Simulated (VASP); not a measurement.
# Zn in VASP: notebook

One slab, Zn, is run at these levels: PBEsol, RPBE, revPBE, PW91; tasks: work function.

All numbers are computed with VASP 6.6.1; they aren't measurements. Logs are shortened: lines on timing, memory, paths and dates and some standing lists are left out, and cuts for length are marked.

## (1) The structure

The cell holds a slab with vacuum, 6 atoms: a = 2.617 Å, b = 2.619 Å, c = 27.159 Å, α = 90.00°, β = 90.00°, γ = 119.98°.

The slab is cut from a database's or a generator's crystal, which needn't be the stable form of the element.

## (2) Work function, PBEsol

The input, INCAR:

```
  PREC = Accurate
  ENCUT = 520
  EDIFF = 1E-6
  ISMEAR = -1
  SIGMA = 0.05
  LREAL = False
  LASPH = True
  NELM = 60
  ALGO = Fast
  ISIF = 2
  LWAVE = False
  LCHARG = True
  LDIPOL = True
  IDIPOL = 3
  DIPOL = 0.5 0.5 0.500
  GGA = PS
  LELF = True
  LVHAR = True
  LVACPOTAV = True
```

The input, KPOINTS:

```
Automatic mesh
0
Gamma
  9 9 1
```

The input, POSCAR:

```
Zn
1.0
    2.6169740200      0.0000000000      0.0000000000
   -1.3084870100      2.2681701736      0.0000000000
    0.0000000000      0.0000000000     27.1587934876
Zn
6
Direct
    0.3393536486      0.6787072973      0.2761536518
    0.0115275509      0.0230551018      0.3651252919
    0.3508811995      0.7017623991      0.4550417640
    0.6902348482      0.3804696963      0.5449582360
    0.3624087504      0.7248175009      0.6339298761
    0.7017623991      0.4035247981      0.7238463482
```

Potentials or basis: VASP PAW PBE potentials, release 64 (Zn).

The run is started by

```sh
> cat potpaw_PBE.64/Zn/POTCAR > POTCAR
> mpirun -np 1 vasp_std > vasp.out
```

OUTCAR:

```text
PREC = Accurate
   ENCUT = 520
   EDIFF = 1E-6
   ISMEAR = -1
   LREAL = False
   LASPH = True
   NELM = 60
   ISIF = 2
   GGA = PS

 ion  position               nearest neighbor table
   1  0.339  0.679  0.276-   2 2.84   2 2.86   2 2.86
   2  0.012  0.023  0.365-   1 2.84   1 2.86   1 2.86   3 2.86   3 2.86   3 2.89
   3  0.351  0.702  0.455-   4 2.86   4 2.86   2 2.86   2 2.86   4 2.89   2 2.89
   4  0.690  0.380  0.545-   5 2.84   5 2.86   5 2.86   3 2.86   3 2.86   3 2.89
   5  0.362  0.725  0.634-   4 2.84   4 2.86   4 2.86   6 2.86   6 2.86   6 2.89
   6  0.702  0.404  0.724-   5 2.86   5 2.86   5 2.89

  LATTYP: Found a base centered orthorhombic cell.
 ALAT       =     2.6169740200
 B/A-ratio  =     1.7334296453
 C/A-ratio  =    10.3779377556

  Lattice vectors:

 A1 = (   1.3084870100,  -2.2681701736,   0.0000000000)
 A2 = (   1.3084870100,   2.2681701736,   0.0000000000)
 A3 = (   0.0000000000,   0.0000000000,  27.1587934876)

Analysis of symmetry for initial positions (statically):
=====================================================================
 Subroutine PRICEL returns:
 Original cell was already a primitive cell.

 Routine SETGRP: Setting up the symmetry group for a
 base centered orthorhombic supercell.

 Subroutine GETGRP returns: Found  2 space group operations
 (whereof  2 operations were pure point group operations)
 out of a pool of  8 trial point group operations.

The static configuration has the point symmetry C_1h.

Analysis of symmetry for dynamics (positions and initial velocities):
=====================================================================
 Subroutine PRICEL returns:
 Original cell was already a primitive cell.

 Routine SETGRP: Setting up the symmetry group for a
 base centered orthorhombic supercell.

 Subroutine GETGRP returns: Found  2 space group operations
 (whereof  2 operations were pure point group operations)
 out of a pool of  8 trial point group operations.

The dynamic configuration has the point symmetry C_1h.

 Subroutine INISYM returns: Found  2 space group operations
 (whereof  2 operations are pure point group operations),
 and found     1 'primitive' translations

----------------------------------------------------------------------------------------

                                     Primitive cell

  volume of cell :     161.2076

  direct lattice vectors                    reciprocal lattice vectors
     2.616974020  0.000000000  0.000000000     0.382120721  0.220442013  0.000000000
    -1.308487010  2.268170174  0.000000000     0.000000000  0.440884027  0.000000000
     0.000000000  0.000000000 27.158793488     0.000000000  0.000000000  0.036820487

[... 103 lines left out ...]
   EMIN   =  10.00;   EMAX   =-10.00  energy-range for DOS
   EFERMI =   0.00;   METHOD = LEGACY
   ISMEAR =    -1;   SIGMA  =   0.05  broadening in eV -4-tet -1-fermi 0-gaus
   EFERMI_NEDOS =   21; number of points for ismear=-14 and -15
   IALGO  =     68    algorithm
   IMIX   =      4    mixing-type and parameters
     AMIX     =   0.40;   BMIX     =  1.00
     AMIX_MAG =   1.60;   BMIX_MAG =  1.00
  volume/ion in A,a.u.               =      26.87       181.31
  Fermi-wavevector in a.u.,A,eV,Ry     =   1.251384  2.364772 21.306195  1.565961
  Thomas-Fermi vector in A             =   2.385334
   LORBIT       =      0    0 simple, 1 ext, 2 COOP (PROOUT), +10 PAW based schemes
   GGA     = PS    functional components
   LHFCALC =     F    Hartree Fock is set to
   AEXX    =    0.0000 exact exchange contribution
   IVDW    =     0    specifies the selected vdW correction
   LEPSILON=     F    determine dielectric tensor
   LRPA    =     F    only Hartree local field effects (RPA)
 non-spin polarized calculation
 RMM-DIIS sequential band-by-band and
  energy-cutoff  :      520.00
  volume of cell :      161.21
 maximum number of plane-waves:      4405
   NGX =  9   NGY =  9   NGZ =101

 dipolmoment           0.000000      0.000000     -0.000899 electrons x Angstroem

 number of electron      71.9999977 magnetization

 dipolmoment           0.000000      0.000000      0.000171 electrons x Angstroem

 Free energy of the ion-electron system (eV)
  ---------------------------------------------------
  ext. energy  EPLUGINS =         0.00000000
  ---------------------------------------------------
  free energy    TOTEN  =        -9.08475595 eV

  energy without entropy =       -9.06475406  energy(sigma->0) =       -9.07475501

 E-fermi :  -0.0511     XC(G=0):  -7.0906

 val. band max:       -0.0535061176   @ k =   0.2222   0.1111   0.0000
 cond. band min:      -0.0499466828   @ k =  -0.3333   0.1111   0.0000
 fundamental gap:      0.0035594348
 Fermi energy:        -0.0511244418

 k-point     1 :       0.0000    0.0000    0.0000
  band No.  band energies     occupation
      1     -10.9358      2.00000
      2     -10.4923      2.00000
      3      -9.8052      2.00000
      4      -9.2489      2.00000
      5      -9.0342      2.00000
      6      -9.0190      2.00000
[... 1093 lines left out ...]
     42       3.4784      0.00000
     43       4.1046      0.00000

 [... further k-points ...]

------------------------ aborting loop because EDIFF is reached ----------------------------------------

  FORCE on cell =-STRESS in cart. coord.  units (eV):
  Direction    XX          YY          ZZ          XY          YZ          ZX
  --------------------------------------------------------------------------------------
  -------------------------------------------------------------------------------------
  Total       -2.6971775     -2.6746406      1.4515976      0.0000000     -0.1470042      0.0000000
  in kB      -26.8061593    -26.5821739     14.4268433      0.0000000     -1.4610154      0.0000000
  external PRESSURE =     -12.9871633 kB  Pullay stress =       0.0000000 kB

 VOLUME and BASIS-vectors are now :
 -----------------------------------------------------------------------------
  energy-cutoff  :      520.00
  volume of cell :      161.21
      direct lattice vectors                 reciprocal lattice vectors
     2.616974020  0.000000000  0.000000000     0.382120721  0.220442013  0.000000000
    -1.308487010  2.268170174  0.000000000     0.000000000  0.440884027  0.000000000
     0.000000000  0.000000000 27.158793488     0.000000000  0.000000000  0.036820487

 POSITION                                       TOTAL-FORCE (eV/Angst)
 -----------------------------------------------------------------------------------
     -0.00000      1.53942      7.50000         0.000000      0.012034     -0.113154
      0.00000      0.05229      9.91636         0.000000     -0.001313     -0.010345
     -0.00000      1.59172     12.35839        -0.000000      0.000689     -0.030608
      1.30849      0.86297     14.80041         0.000000      0.001967      0.021718
     -0.00000      1.64401     17.21677         0.000000     -0.002561      0.065517
      1.30849      0.91526     19.65879        -0.000000     -0.010816      0.066872
 -----------------------------------------------------------------------------------
    total drift:                                0.000000      0.001808      0.002904

  FREE ENERGIE OF THE ION-ELECTRON SYSTEM (eV)
  ---------------------------------------------------
  free  energy   TOTEN  =        -9.0847559529 eV

  energy  without entropy=       -9.0647540632  energy(sigma->0) =       -9.07475501

 vacuum level on the upper side and lower side of the slab         4.130         4.129
```

OSZICAR:

```text
N       E                     dE             d eps       ncg     rms          rms(c)
DAV:   1     0.498165031127E+03    0.49817E+03   -0.35829E+04  2150   0.222E+03
DAV:   2     0.362426559772E+02   -0.46192E+03   -0.45268E+03  2150   0.463E+02
DAV:   3    -0.909339879885E+01   -0.45336E+02   -0.44977E+02  2329   0.158E+02
DAV:   4    -0.100003299324E+02   -0.90693E+00   -0.90462E+00  2341   0.236E+01
DAV:   5    -0.100063622036E+02   -0.60323E-02   -0.60290E-02  2369   0.155E+00    0.759E+00
RMM:   6    -0.915769432578E+01    0.84867E+00   -0.49857E+00  2323   0.196E+01    0.559E+00
RMM:   7    -0.912446915009E+01    0.33225E-01   -0.15225E-01  2404   0.398E+00    0.304E+00
RMM:   8    -0.102113928568E+02   -0.10869E+01   -0.13297E-01  2484   0.173E+00    0.353E+00
RMM:   9    -0.918746022320E+01    0.10239E+01   -0.12541E-01  2511   0.168E+00    0.987E-01
RMM:  10    -0.908866957863E+01    0.98791E-01   -0.18789E-02  2488   0.855E-01    0.182E-01
RMM:  11    -0.908561831752E+01    0.30513E-02   -0.16375E-03  2464   0.257E-01    0.104E-01
RMM:  12    -0.908500773781E+01    0.61058E-03   -0.46025E-04  2467   0.989E-02    0.612E-02
RMM:  13    -0.908476778955E+01    0.23995E-03   -0.25962E-04  2485   0.680E-02    0.200E-02
RMM:  14    -0.908475606668E+01    0.11723E-04   -0.44851E-05  2466   0.307E-02    0.565E-03
RMM:  15    -0.908475595289E+01    0.11380E-06   -0.69595E-06  1751   0.150E-02
   1 F= -.90847560E+01 E0= -.90747550E+01  d E =-.200019E-01
```

stdout:

```text
POSCAR found type information on POSCAR Zn
 POSCAR found :  1 types and       6 ions
 scaLAPACK will be used
 -----------------------------------------------------------------------------
|                                                                             |
[... 23 lines left out ...]
|     field-free region was found. Please increase the size of  your cell     |
|     in the dimension of the dipole correction to obtain accurate            |
|     workfunction values.                                                    |
|                                                                             |
 -----------------------------------------------------------------------------
```

It took 2.2 min on 1 thread of Intel Xeon Platinum 8488C (Sapphire Rapids), shared host; peak memory 0.33 GiB.

What came out:

| Property | Result |
| --- | --- |
| Free energy | -9.0848 eV |
| Largest force | 0.114 eV/Å |
| Band gap on the k mesh | none (metal or under the smearing width) |
| Work function of the upper face | 4.18 eV |
| Work function of the lower face | 4.18 eV |

Forces on the atoms (eV/Å):
```
Zn   0.000  0.012 -0.113
Zn   0.000 -0.001 -0.010
Zn   0.000  0.001 -0.031
Zn   0.000  0.002  0.022
Zn   0.000 -0.003  0.066
Zn   0.000 -0.011  0.067
```

Levels at points of the mesh, in eV from the Fermi level:
```
           k point  band 34  band 35  band 36  band 37  band 38  band 39
(0.00, 0.00, 0.00)    -7.15    -6.24    -4.48    -3.12    -0.78     1.44
```

Caveat: the PAW data sets were made with another functional, which shifts forces and pressure a little.

(Continued in part 2 of 3.)
